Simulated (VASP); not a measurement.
# BeS: forms and broadenings of the independent-particle spectrum

BeS, F-43m (no. 216), 2 atoms in the cell. PBE, independent-particle dielectric function; PAW potentials S, Be (PBE set).

## Input

INCAR.step1:
```
PREC = Accurate
ENCUT = 300
ISMEAR = 0
SIGMA = 0.02
EDIFF = 1E-8
LASPH = True
KPAR = 4
LWAVE = False
LCHARG = False
LEPSILON = True
```

INCAR.step2, as INCAR.step1 but for:
```
- LWAVE = False
- LEPSILON = True
+ LWAVE = True
+ NBANDS = 36
```

INCAR.step3:
```
PREC = Accurate
ENCUT = 300
ISMEAR = 0
SIGMA = 0.02
EDIFF = 1E-7
LASPH = True
KPAR = 4
LWAVE = False
LCHARG = False
LOPTICS = True
NBANDS = 36
NEDOS = 2000
CSHIFT = 0.1
ALGO = None
NELM = 1
ISTART = 1
```

INCAR.step4, as INCAR.step3 but for:
```
+ LNABLA = True
```

INCAR.step5, as INCAR.step4 but for:
```
- LNABLA = True
+ LPEAD = True
+ IPEAD = 3
```

INCAR.step6, as INCAR.step5 but for:
```
- IPEAD = 3
+ IPEAD = 2
```

INCAR.step7 changes the same tag again: IPEAD = 4.

INCAR.step8, as INCAR.step7 but for:
```
- CSHIFT = 0.1
- LPEAD = True
- IPEAD = 4
+ CSHIFT = 0.01
```

INCAR.step9, as INCAR.step8 but for:
```
- CSHIFT = 0.01
+ CSHIFT = 0.2
```

INCAR.step10 changes the same tag again: CSHIFT = 0.5.

INCAR.step11, as INCAR.step10 but for:
```
- ISMEAR = 0
- CSHIFT = 0.5
+ ISMEAR = -5
+ CSHIFT = 0.1
```

INCAR.step12, as INCAR.step11 but for:
```
- ISMEAR = -5
- SIGMA = 0.02
+ ISMEAR = 0
+ SIGMA = 0.2
```

INCAR.step13, as INCAR.step12 but for:
```
- SIGMA = 0.2
+ SIGMA = 0.02
+ OMEGAMAX = 12
```

INCAR.step14, as INCAR.step13 but for:
```
- OMEGAMAX = 12
+ OMEGAMAX = 60
```

KPOINTS:
```
k-points
0
Gamma
  12 12 12
```

POSCAR:
```
BeS
1.0
    0.0000000000      2.4250000000      2.4250000000
    2.4250000000      0.0000000000      2.4250000000
    2.4250000000      2.4250000000      0.0000000000
S Be
1 1
Direct
    0.7500000000      0.7500000000      0.7500000000
    0.0000000000      0.0000000000      0.0000000000
```

Commands (each step's output is kept before the next begins):
```
cat potpaw_PBE.64/S/POTCAR potpaw_PBE.64/Be/POTCAR > POTCAR
cp INCAR.step1 INCAR
mpirun -np 4 vasp_std > vasp.out
rm WAVECAR CHG
cp INCAR.step2 INCAR
mpirun -np 4 vasp_std > vasp.out
cp INCAR.step3 INCAR
mpirun -np 4 vasp_std > vasp.out
cp INCAR.step4 INCAR
mpirun -np 4 vasp_std > vasp.out
cp INCAR.step5 INCAR
mpirun -np 4 vasp_std > vasp.out
cp INCAR.step6 INCAR
mpirun -np 4 vasp_std > vasp.out
cp INCAR.step7 INCAR
mpirun -np 4 vasp_std > vasp.out
cp INCAR.step8 INCAR
mpirun -np 4 vasp_std > vasp.out
cp INCAR.step9 INCAR
mpirun -np 4 vasp_std > vasp.out
cp INCAR.step10 INCAR
mpirun -np 4 vasp_std > vasp.out
cp INCAR.step11 INCAR
mpirun -np 4 vasp_std > vasp.out
cp INCAR.step12 INCAR
mpirun -np 4 vasp_std > vasp.out
cp INCAR.step13 INCAR
mpirun -np 4 vasp_std > vasp.out
cp INCAR.step14 INCAR
mpirun -np 4 vasp_std > vasp.out
```

## Result

- Direct gap on the mesh (eV): 5.68
- Gap on the mesh (eV): 3.11
- Bands: 36

One ground state, settings moved in the last step alone:

| Settings | ε at zero frequency | Mean energy of the absorption, weighted by Im ε (eV) | Time (s) |
|---|---|---|---|
| longitudinal form, CSHIFT 0.1 | 5.75 | 7.79 | 2 |
| transversal form (LNABLA) | 6.67 | 7.84 | 2 |
| finite differences (LPEAD), order 3 | 5.75 | 7.79 | 3 |
| finite differences (LPEAD), order 2 | 5.74 | 7.80 | 3 |
| finite differences (LPEAD), order 4 | 5.75 | 7.79 | 4 |
| CSHIFT 0.01 | 5.75 | 7.75 | 2 |
| CSHIFT 0.2 | 5.75 | 7.77 | 1 |
| CSHIFT 0.5 | 5.73 | 7.72 | 2 |
| tetrahedron method | 5.69 | 7.87 | 2 |
| SIGMA 0.2 | 5.75 | 7.79 | 2 |
| OMEGAMAX 12, which cuts the spectrum short | 5.43 | 7.77 | 2 |
| OMEGAMAX 60 | 5.75 | 7.79 | 2 |

The mean energy covers the spectrum up to 12 eV.

On the same mesh, density-functional perturbation theory with local fields gives ε = 5.28.

VASP 6.6.1 took 67 s on 4 cores (Intel Xeon Platinum 8488C (Sapphire Rapids)), a shared host.
